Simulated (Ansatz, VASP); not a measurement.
Two plane-wave programs on Co

```
CELL_PARAMETERS angstrom
-1.20413 1.20413 3.90421
1.20413 -1.20413 3.90421
1.20413 1.20413 -3.90421
ATOMIC_POSITIONS crystal
Co 0.85855 0.85855 0.00000
Co 0.14145 0.14145 0.00000
```

Alike in both runs: functional PBEsol; k mesh 10 × 10 × 10; occupations gaussian, width 0.1 eV; collinear spin.

Ansatz relaxed the structure, and its values are those at the end. VASP's run is a single point on that final structure, the one shown.

|  | VASP | Ansatz |
| --- | --- | --- |
| version | VASP 6.6.1 | Ansatz 0.2.0 |
| potentials or method | VASP PAW PBE potentials, release 64 (Co) | scalar-relativistic, plane waves, PAW |
| plane-wave cutoff (eV) | 520 | 420 |
| valence electrons in the cell | 18 | 34 |

|  | VASP | Ansatz | Ansatz less VASP |
| --- | --- | --- | --- |
| gap on the k mesh at the Fermi level (eV) | none | none | - |
| pressure (GPa) | -0.7 | 0.0 | +0.70 |
| rms of the force components (eV/Å) | 0.003 | 0.002 | -0.0011 |
| net moment per atom (μB) | 1.50 | 1.50 | -0.007 |
| size of the moment on the site where the two differ most (μB) | 1.50 | 1.53 | +0.024 |

Site moments also hang on the region over which each program counts them. A gap of «none» marks a metal or a gap that the smearing closes. The functional is the same, so the differences come from potentials, cutoffs and numerics. The two sets of potentials don't hold the same shells in valence.

Caveats: the k mesh is coarse (spacing up to 0.37 Å⁻¹), so the values aren't converged; the PAW data sets were made with another functional, which shifts forces and pressure a little (VASP).
